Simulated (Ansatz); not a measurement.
System: spinel MgAl2O4. Method: LDA in Ansatz (PAW).

Settings: plane-wave cutoff 520 eV, 8×8×8 k mesh, Fermi–Dirac smearing 0.01 eV, scalar-relativistic PAW data made under PBE.

Response to compression and expansion:

Shape and atoms are relaxed at each volume.

```tsv
V (Å³/atom)	P (GPa)	direct gap at Γ (eV)	smallest gap on the k mesh (eV)
8.854	8.99	5.937	5.925
9.039	4.27	5.731	5.718
9.223	0.00	5.532	5.518
9.407	-3.85	5.339	5.325
9.592	-7.34	5.154	5.139
```

A straight line through the gaps at Γ against ln V gives a volume deformation potential dE_g(Γ)/d ln V of -9.8 eV: the gap at Γ widens under compression.

Measured, for comparison: band gap 7.8 eV (temperature not stated, no zero-point or thermal correction; as tabulated in Neo et al. (2023), doi:10.1002/gch2.202200236).

Ansatz is a first-principles code.
